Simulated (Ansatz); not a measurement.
**SiC (F-43m): zero-pressure volume and bulk modulus with PBEsol + D3(BJ)**

An exercise on one series of results from a longer session: the logs are not shown, and one member is left open.

The COD entry's cell or inner coordinates are ideal or old and differ from later refinements, so a difference from it is no clean test against experiment.

Method: DFT PBEsol + D3(BJ), scalar-relativistic, plane waves, PAW, in Ansatz 0.2.0.

1 further run of the same task is left out (set aside as unsound or not needed). Runs told in other sessions of the task aren't counted.

### Starting point

It takes space group F-43m (No. 216, cubic). The conventional cell has a = 4.348 Å, b = 4.348 Å, c = 4.348 Å, α = 90.00°, β = 90.00°, γ = 90.00°. Si (site symmetry -43m) is surrounded by 4 C at 1.88 Å. Around C (site symmetry -43m) lie 4 Si at 1.88 Å.

Structure file:

```
Si C
1.0
     0.00000    2.17400    2.17400
     2.17400    0.00000    2.17400
     2.17400    2.17400    0.00000
Si C
1 1
Direct
  0.00000 0.00000 0.00000
  0.75000 0.75000 0.75000
```

At PBE, an earlier run found 4.84 GPa for this cell of 10.275 Å³/atom (10×10×10 mesh), mesh gap 1.35 eV. The cell is compressed at this level.

The first run:

input.yaml reads:

```yaml
crystal:
  lattice:
    - [0.0, 2.1739983056, 2.1739983056]
    - [2.1739983056, 0.0, 2.1739983056]
    - [2.1739983056, 2.1739983056, 0.0]
  atoms:
    - { symbol: Si, position: [0.0, 0.0, 0.0] }
    - { symbol: C, position: [0.75, 0.75, 0.75] }
basis:
  ecutwfc: 420
  ecutrho_ratio: 4
kpoints:
  mp_grid: { grid: [10, 10, 10] }
hamiltonian:
  xc: pbesol
  dispersion: d3bj
scf:
  occupations: { method: gaussian, width: 0.05 }
output:
  forces: true
  stress: true
  eigenvalues: true
```

Started as:

```console
ansatz run input.yaml --threads 4 --pin off --max-ram 8192MiB --backend cpu --events-out ev --progress --plain --runs-dir out
```

Steps of the session up to this table: At the given cell; Stepping to 10.104 Å³/atom; Stepping to 10.161 Å³/atom; Volume × 0.98 of the new zero; Volume × 1.02 of the new zero; Volume × 0.96 of the new zero; Volume × 1.04 of the new zero.

One table of the session follows, with a row left open; its other results are not shown here.

It belongs to the step «Energy and pressure against volume». 

```
volume (Å³/atom)  energy (meV/atom)  pressure (GPa)
           9.755              12.38           10.11
           9.958               3.02            4.81
          10.161               0.00            0.00
          10.364                  ?               ?
          10.567              10.89           -8.31
```

**Question.** Estimate the row for volume (Å³/atom) = 10.364.

Worked estimate for «energy (meV/atom)». A straight line through the neighbours (10.161, 0.00) and (10.567, 10.89) gives 0.00 + (10.89 − 0.00) × (10.364 − 10.161) / (10.567 − 10.161) = 5.45; a parabola fitted to 3 rows on both sides gives 2.62.

**Answer.** energy (meV/atom): 2.79; pressure (GPa): -4.35. In «energy (meV/atom)» the line misses by +2.66 and the parabola by -0.17.
